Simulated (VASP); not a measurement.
# H14CO8 in VASP: further runs, part 2 of 2

VASP 6.6.1. The steps go on from the part before.

## 4. Single point, LDA

The input, INCAR:

```
SYSTEM = H14CO8
PREC = Accurate
ENCUT = 520
EDIFF = 1E-7
ISMEAR = -1
SIGMA = 0.05
LREAL = Auto
LASPH = .True.
NELM = 100
ALGO = Normal
ISIF = 2
LWAVE = .False.
LCHARG = .False.
NBANDS = 50
```

The input, KPOINTS:

```
Automatic mesh
0
Gamma
  1 1 1
  0 0 0
```

The input, POSCAR:

```
H14CO8
1.0
    6.2402510000      0.0000000000      0.0000000000
    0.0000000000      6.2402510000      0.0000000000
    0.0000000000      0.0000000000      6.2402510000
O H C
8 14 1
Direct
    0.7241535637      0.8543406347      0.4477704503
    0.4018748605      0.4919513654      0.3698889676
    0.0661351603      0.8359920138      0.2164175768
    0.7351947862      0.5010375384      0.6094786892
    0.2217378756      1.0240613719      0.8154639934
    0.1034093020      0.2322342483      0.4862945417
    0.5216296588      0.9299465679      0.1185529236
    0.6151835880      0.5943831426      0.0049997989
    0.8641799825      0.8736347304      0.3495051721
    0.7265412882      0.6754696245      0.4895956909
    0.4785063934      0.5263730578      0.2293016739
    0.3077600564      0.3595368199      0.3905451880
    0.2015624051      0.7593765058      0.2761908135
    0.1196586483      0.9798644317      0.2488040946
    0.6892831715      0.5406833796      0.7645205297
    0.6002643163      0.4470012504      0.5243058332
    0.3152116798      0.9935497787      0.9381834160
    0.0950282288      0.9481830138      0.8761827048
   -0.0180922210      0.3320539510      0.4958294146
    0.1327991454      0.1333279703      0.6156162629
    0.6196225120      0.8798364040      0.3286566518
    0.5385520550      0.8351426890     -0.1909378325
    0.5607466751      0.7911700988     -0.0232682948
```

Potentials or basis: VASP PAW LDA potentials, release 64 (O, H, C).

Launch:

```
$ cat potpaw_LDA.64/O/POTCAR potpaw_LDA.64/H/POTCAR potpaw_LDA.64/C/POTCAR > POTCAR
$ mpirun -np 1 vasp_gam > vasp.out
```

OUTCAR:

```text
SYSTEM = H14CO8
   PREC = Accurate
   ENCUT = 520
   EDIFF = 1E-7
   ISMEAR = -1
   LREAL = Auto
   LASPH = .True.
   NELM = 100
   ISIF = 2

 ion  position               nearest neighbor table
   1  0.724  0.854  0.448-  21 1.00   9 1.07  10 1.15
   2  0.402  0.492  0.370-  12 1.02  11 1.02
   3  0.066  0.836  0.216-  14 0.98  13 1.04
   4  0.735  0.501  0.609-  15 1.04  16 1.05  10 1.32
   5  0.222  0.024  0.815-  17 0.98  18 1.00
   6  0.103  0.232  0.486-  19 0.98  20 1.03
   7  0.522  0.930  0.119-  23 1.26
   8  0.615  0.594  0.005-  23 1.29
   9  0.864  0.874  0.350-   1 1.07
  10  0.727  0.675  0.490-   1 1.15   4 1.32
  11  0.479  0.526  0.229-   2 1.02
  12  0.308  0.360  0.391-   2 1.02
  13  0.202  0.759  0.276-   3 1.04
  14  0.120  0.980  0.249-   3 0.98
  15  0.689  0.541  0.765-   4 1.04
  16  0.600  0.447  0.524-   4 1.05
  17  0.315  0.994  0.938-   5 0.98
  18  0.095  0.948  0.876-   5 1.00
  19  0.982  0.332  0.496-   6 0.98
  20  0.133  0.133  0.616-   6 1.03
  21  0.620  0.880  0.329-   1 1.00
  22  0.539  0.835  0.809-  23 1.09
  23  0.561  0.791  0.977-  22 1.09   7 1.26   8 1.29

  LATTYP: Found a simple cubic cell.
 ALAT       =     6.2402510000

  Lattice vectors:

 A1 = (   6.2402510000,   0.0000000000,   0.0000000000)
 A2 = (   0.0000000000,   6.2402510000,   0.0000000000)
 A3 = (   0.0000000000,   0.0000000000,   6.2402510000)

Analysis of symmetry for initial positions (statically):
=====================================================================
 Subroutine PRICEL returns:
 Original cell was already a primitive cell.

 Routine SETGRP: Setting up the symmetry group for a
 simple cubic supercell.

 Subroutine GETGRP returns: Found  1 space group operations
 (whereof  1 operations were pure point group operations)
 out of a pool of 48 trial point group operations.

The static configuration has the point symmetry C_1 .

Analysis of symmetry for dynamics (positions and initial velocities):
=====================================================================
 Subroutine PRICEL returns:
 Original cell was already a primitive cell.

 Routine SETGRP: Setting up the symmetry group for a
 simple cubic supercell.

 Subroutine GETGRP returns: Found  1 space group operations
 (whereof  1 operations were pure point group operations)
 out of a pool of 48 trial point group operations.

The dynamic configuration has the point symmetry C_1 .

 Subroutine INISYM returns: Found  1 space group operations
 (whereof  1 operations are pure point group operations),
 and found     1 'primitive' translations

----------------------------------------------------------------------------------------

                                     Primitive cell

  volume of cell :     242.9999

  direct lattice vectors                    reciprocal lattice vectors
     6.240251000  0.000000000  0.000000000     0.160249964  0.000000000  0.000000000
     0.000000000  6.240251000  0.000000000     0.000000000  0.160249964  0.000000000
     0.000000000  0.000000000  6.240251000     0.000000000  0.000000000  0.160249964

  length of vectors
     6.240251000  6.240251000  6.240251000     0.160249964  0.160249964  0.160249964

  position of ions in fractional coordinates (direct lattice)
     0.724153564  0.854340635  0.447770450
     0.401874861  0.491951365  0.369888968
     0.066135160  0.835992014  0.216417577
     0.735194786  0.501037538  0.609478689
     0.221737876  0.024061372  0.815463993
     0.103409302  0.232234248  0.486294542
[... 15 lines left out ...]
     0.538552055  0.835142689  0.809062168
     0.560746675  0.791170099  0.976731705

  ion indices of the primitive-cell ions
   primitive index   ion index
                 1           1
                 2           2
                 3           3
                 4           4
                 5           5
                 6           6
[... 15 lines left out ...]
                22          22
                23          23

----------------------------------------------------------------------------------------

 KPOINTS: Automatic mesh

Automatic generation of k-mesh.
 Grid dimensions read from file:
 generate k-points for:    1    1    1

 Generating k-lattice:

  Cartesian coordinates                     Fractional coordinates (reciprocal lattice)
     0.160249964  0.000000000  0.000000000     1.000000000  0.000000000  0.000000000
     0.000000000  0.160249964  0.000000000     0.000000000  1.000000000  0.000000000
     0.000000000  0.000000000  0.160249964     0.000000000  0.000000000  1.000000000

  Length of vectors
     0.160249964  0.160249964  0.160249964

  Shift w.r.t. Gamma in fractional coordinates (k-lattice)
     0.000000000  0.000000000  0.000000000

 Subroutine IBZKPT returns following result:
 ===========================================

 Found      1 irreducible k-points:

 Following reciprocal coordinates:
            Coordinates               Weight
  0.000000  0.000000  0.000000      1.000000
   k-points           NKPTS =      1   k-points in BZ     NKDIM =      1   number of bands    NBANDS=     50
   number of dos      NEDOS =    301   number of ions     NIONS =     23
   total plane-waves  NPLWV = 110592
   dimension x,y,z NGX =    48 NGY =   48 NGZ =   48
   dimension x,y,z NGXF=    96 NGYF=   96 NGZF=   96
   ions per type =               8  14   1
   NGX,Y,Z   is equivalent  to a cutoff of  12.79, 12.79, 12.79 a.u.
   NGXF,Y,Z  is equivalent  to a cutoff of  25.58, 25.58, 25.58 a.u.
 SYSTEM =  H14CO8
   PREC   = accura    normal or accurate (medium, high low for compatibility)
   ISTART =      0    job   : 0-new  1-cont  2-samecut
   ICHARG =      2    charge: 1-file 2-atom 10-const
   ISPIN  =      1    spin polarized calculation?
   LNONCOLLINEAR =      F non collinear calculations
   LSORBIT =      F    spin-orbit coupling
   LASPH  =      T    aspherical Exc in radial PAW
   ENCUT  =  520.0 eV  38.22 Ry    6.18 a.u.  11.60 11.60 11.60*2*pi/ulx,y,z
   NELM   =    100;   NELMIN=  2; NELMDL= -5     # of ELM steps
   EDIFF  = 0.1E-06   stopping-criterion for ELM
   LREAL  =      T    real-space projection
   EDIFFG = 0.1E-05   stopping-criterion for IOM
   NSW    =      0    number of steps for IOM
   IBRION =     -1    ionic relax: 0-MD 1-quasi-New 2-CG
   NFREE  =      0    steps in history (QN), initial steepest desc. (CG)
   ISIF   =      2    stress and relaxation
   ISYM   =      2    0-nonsym 1-usesym 2-fastsym
   POTIM  = 0.5000    time-step for ionic-motion
   TEBEG  =    0.0;   TEEND  =   0.0 temperature during run
   PSTRESS=    0.0 pullay stress
   NELECT =      66.0000    total number of electrons
   NUPDOWN=      -1.0000    fix difference up-down
   EMIN   =  10.00;   EMAX   =-10.00  energy-range for DOS
   EFERMI =   0.00;   METHOD = LEGACY
   ISMEAR =    -1;   SIGMA  =   0.05  broadening in eV -4-tet -1-fermi 0-gaus
   EFERMI_NEDOS =   21; number of points for ismear=-14 and -15
   IALGO  =     38    algorithm
   IMIX   =      4    mixing-type and parameters
     AMIX     =   0.40;   BMIX     =  1.00
     AMIX_MAG =   1.60;   BMIX_MAG =  1.00
  volume/ion in A,a.u.               =      10.57        71.30
  Fermi-wavevector in a.u.,A,eV,Ry     =   1.060199  2.003486 15.293249  1.124022
  Thomas-Fermi vector in A             =   2.195572
   LORBIT       =      0    0 simple, 1 ext, 2 COOP (PROOUT), +10 PAW based schemes
   GGA     = CA    functional components
   LHFCALC =     F    Hartree Fock is set to
   AEXX    =    0.0000 exact exchange contribution
   IVDW    =     0    specifies the selected vdW correction
   LEPSILON=     F    determine dielectric tensor
   LRPA    =     F    only Hartree local field effects (RPA)
 non-spin polarized calculation
  energy-cutoff  :      520.00
  volume of cell :      243.00
 maximum number of plane-waves:      3310
 NGX is ok and might be reduce to    48
   NGX = 23   NGY = 23   NGZ = 23

 number of electron      65.9999999 magnetization

 Free energy of the ion-electron system (eV)
  ---------------------------------------------------
  ext. energy  EPLUGINS =         0.00000000
  ---------------------------------------------------
  free energy    TOTEN  =      -125.59441881 eV

  energy without entropy =     -125.59441881  energy(sigma->0) =     -125.59441881

 E-fermi :  -2.4346     XC(G=0):  -7.2278

 val. band max:       -3.7350130808   @ k =   0.0000   0.0000   0.0000
 cond. band min:       1.2699340195   @ k =   0.0000   0.0000   0.0000
 fundamental gap:      5.0049471003
 Fermi energy:        -2.4345814377

 k-point     1 :       0.0000    0.0000    0.0000
  band No.  band energies     occupation
      1     -24.0364      2.00000
      2     -22.9073      2.00000
      3     -22.4782      2.00000
      4     -22.1999      2.00000
      5     -21.9768      2.00000
      6     -21.3418      2.00000
[... 37 lines left out ...]
     44       6.9189      0.00000
     45       7.2358      0.00000
 [bands above 45 left out]

------------------------ aborting loop because EDIFF is reached ----------------------------------------

  FORCE on cell =-STRESS in cart. coord.  units (eV):
  Direction    XX          YY          ZZ          XY          YZ          ZX
  --------------------------------------------------------------------------------------
  -------------------------------------------------------------------------------------
  Total       -1.7246967     -2.7433469     -2.3415079      0.8438788      0.1125000      2.2629990
  in kB      -11.3714839    -18.0877746    -15.4383202      5.5639661      0.7417492     14.9206851
  external PRESSURE =     -14.9658595 kB  Pullay stress =       0.0000000 kB

 VOLUME and BASIS-vectors are now :
 -----------------------------------------------------------------------------
  energy-cutoff  :      520.00
  volume of cell :      243.00
      direct lattice vectors                 reciprocal lattice vectors
     6.240251000  0.000000000  0.000000000     0.160249964  0.000000000  0.000000000
     0.000000000  6.240251000  0.000000000     0.000000000  0.160249964  0.000000000
     0.000000000  0.000000000  6.240251000     0.000000000  0.000000000  0.160249964

 POSITION                                       TOTAL-FORCE (eV/Angst)
 -----------------------------------------------------------------------------------
      4.51890      5.33130      2.79420         1.698753     -0.280056     -0.475231
      2.50780      3.06990      2.30820         0.550832      0.579091     -0.088406
      0.41270      5.21680      1.35050         1.855113     -0.531388      0.658420
      4.58780      3.12660      3.80330        -0.512272     -0.327144     -0.593380
      1.38370      0.15015      5.08870        -1.599705     -0.855641      0.398596
      0.64530      1.44920      3.03460         0.724994     -0.967089     -0.704950
[... 15 lines left out ...]
      3.36070      5.21150      5.04875         0.132722      0.525189     -0.899904
      3.49920      4.93710      6.09505         0.626720     -1.958828      0.544864
 -----------------------------------------------------------------------------------
    total drift:                                0.000072     -0.002387     -0.006209

  FREE ENERGIE OF THE ION-ELECTRON SYSTEM (eV)
  ---------------------------------------------------
  free  energy   TOTEN  =      -125.5944188121 eV

  energy  without entropy=     -125.5944188121  energy(sigma->0) =     -125.59441881
```

It took 16 s on 1 thread of Intel Xeon Platinum 8559C (Emerald Rapids), shared host; peak memory 0.23 GiB.

Results:

- Free energy: -125.5944 eV
- Pressure: -1.5 GPa
- Largest force: 2.128 eV/Å
- Band gap on the k mesh: 5.00 eV, direct

Forces in eV/Å, atoms in the order of the input:
```
O    1.699 -0.280 -0.475
O    0.551  0.579 -0.088
O    1.855 -0.531  0.658
O   -0.512 -0.327 -0.593
O   -1.600 -0.856  0.399
O    0.725 -0.967 -0.705
O   -0.553 -0.377 -0.468
O   -0.351  1.790  0.096
H   -0.264 -0.676  1.111
H    0.304  0.652  1.088
H   -0.349 -0.960  0.196
H   -0.296  0.378 -0.327
H   -1.560 -0.322 -0.489
H   -0.221  1.195  0.114
H    0.114 -0.564 -0.319
H    0.138  0.411  0.546
H    1.002  0.767  0.297
H    0.071  0.210 -0.489
H   -0.238 -0.175  0.773
H   -0.154  1.244 -0.342
H   -1.121  0.244 -0.626
H    0.133  0.525 -0.900
C    0.627 -1.959  0.545
```

Stress tensor (GPa, compression positive):
```
-1.14  0.56  1.49
 0.56 -1.81  0.07
 1.49  0.07 -1.54
```

A hybrid or GW would open this gap; LDA tends to underestimate it.

## 5. Single point, LDA

The input, INCAR:

```
PREC = Accurate
ENCUT = 520
EDIFF = 1E-6
ISMEAR = -1
SIGMA = 0.05
LREAL = Auto
LASPH = T
NELM = 100
ALGO = Normal
ISIF = 2
LWAVE = F
LCHARG = T
LELF = T
LVHAR = T
NBANDS = 50
```

The input, KPOINTS:

```
Automatic mesh
0
Gamma
  1 1 1
```

The input, POSCAR:

```
H14CO8
1.0
    6.2402510000      0.0000000000      0.0000000000
    0.0000000000      6.2402510000      0.0000000000
    0.0000000000      0.0000000000      6.2402510000
O H C
8 14 1
Direct
    0.7943109981      0.7672928541      0.4733944196
    0.3850806642      0.5354752557      0.3453226481
    0.0718080090      0.8312486148      0.2116100779
    0.6594927031      0.4694202204      0.6696846008
    0.1735026364      0.8782339044      0.8158646183
    0.0695324595      0.1474139422      0.4982171390
    0.5826688702      0.9522854129      0.1554584904
    0.5685187984      0.6214173116      0.0118264474
    0.9446254646      0.7469731586      0.3742317416
    0.7577259312      0.6330674840      0.5723968475
    0.4675132459      0.5645125493      0.2085012286
    0.3327430259      0.3807699402      0.3534793713
    0.2048956044      0.7629180301      0.2553422931
    0.0623692861      0.9773645323      0.2891390106
    0.5955689923      0.5308119818      0.8030285961
    0.5420775543      0.4730578946      0.5586634256
    0.2198309010      0.7300988374      0.7921796735
    0.1525098910      0.8944992758      0.9712590087
   -0.0862785808      0.1597051144      0.5283761823
    0.1035214769      0.0512799886      0.6183244873
    0.6765272743      0.8374823385      0.3681742930
    0.6365929832      0.9039860736     -0.1600576643
    0.6005848162      0.8305755650     -0.0033652493
```

Launch:

```
$ cat potpaw_LDA.64/O/POTCAR potpaw_LDA.64/H/POTCAR potpaw_LDA.64/C/POTCAR > POTCAR
$ mpirun -np 1 vasp_gam > vasp.out
```

Wall time 17 s (1 thread of Intel Xeon Platinum 8559C (Emerald Rapids), shared host); peak memory 0.23 GiB.

Results (log left out):

- Free energy: -125.5541 eV
- Pressure: -0.4 GPa
- Largest force: 2.998 eV/Å
- Band gap on the k mesh: 4.72 eV, direct

Forces in eV/Å, atoms in the order of the input:
```
O    0.881  1.258 -1.578
O   -1.426 -1.589  1.617
O   -0.547  0.812  0.284
O    0.133 -0.872 -1.727
O    0.389  0.123 -1.138
O   -1.068  0.283 -0.692
O    0.474 -0.430 -0.100
O    0.422  2.907 -0.595
H   -1.856  0.642  0.210
H   -0.755 -0.563  0.230
H    0.584 -0.283 -0.739
H    0.151  1.546 -0.373
H    1.195 -0.722  0.483
H    0.475 -0.202  0.282
H    0.039  0.031  1.312
H    0.146  0.025 -0.122
H   -0.111  0.223  0.021
H   -0.385 -0.251  0.357
H    0.292  0.546 -0.390
H    0.933 -0.854  0.878
H    0.840 -0.770  0.402
H    0.196 -0.134 -0.535
C   -1.004 -1.728  1.912
```

Stress tensor (GPa, compression positive):
```
-0.51  0.73 -1.42
 0.73 -3.46  0.35
-1.42  0.35  2.69
```

Levels at points of the mesh, in eV from the valence-band top:
```tsv
k point	band 31	band 32	band 33	band 34	band 35	band 36
(0.00, 0.00, 0.00)	-0.49	-0.40	0.00	4.72	5.23	7.25
```

Caveat: the standard files for N, O and F lose accuracy on very short bonds. As with any semilocal functional, this LDA gap is likely too small.
